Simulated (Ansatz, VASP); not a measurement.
# Two plane-wave programs on F

```xyz
4
Lattice="3.2122 -1.8461 -0.2477 3.2122 1.8461 -0.2477 -2.4153 0.0000 7.3933" Properties=species:S:1:pos:R:3 pbc="T T T"
F     0.2698    0.0000    0.8007
F     3.7393    0.0000    6.0971
F     1.7882    0.0000    4.1410
F     2.2208    0.0000    2.7568
```

Alike in both runs: task single point; functional PBEsol; k mesh 4 × 4 × 2; occupations gaussian, width 0.05 eV; no spin polarisation.

|  | VASP | Ansatz |
| --- | --- | --- |
| version | VASP 6.6.1 | Ansatz 0.2.0 |
| potentials or method | VASP PAW PBE potentials, release 64 (F) | scalar-relativistic, plane waves, PAW |
| plane-wave cutoff (eV) | 520 | 520 |
| valence electrons in the cell | 28 | 28 |

Ansatz gave:

- gap on the k mesh at the Fermi level (eV): 0.99
- least direct gap on the mesh (eV): 1.03
- pressure (GPa): -6.4
- largest component of the traceless stress (GPa): 10.43
- rms of the force components (eV/Å): 1.834

**Question.** Estimate VASP's values.

**Answer.** gap on the k mesh at the Fermi level (eV): 0.96; least direct gap on the mesh (eV): 1.00; pressure (GPa): -6.4; largest component of the traceless stress (GPa): 9.72; rms of the force components (eV/Å): 1.759.

Atom by atom the forces differ by 0.142 eV/Å (rms over components).

Caveats: the k mesh is coarse (spacing up to 0.50 Å⁻¹), so the values aren't converged; the PAW data sets were made with another functional, which shifts forces and pressure a little (VASP). A k mesh can miss the band edges.
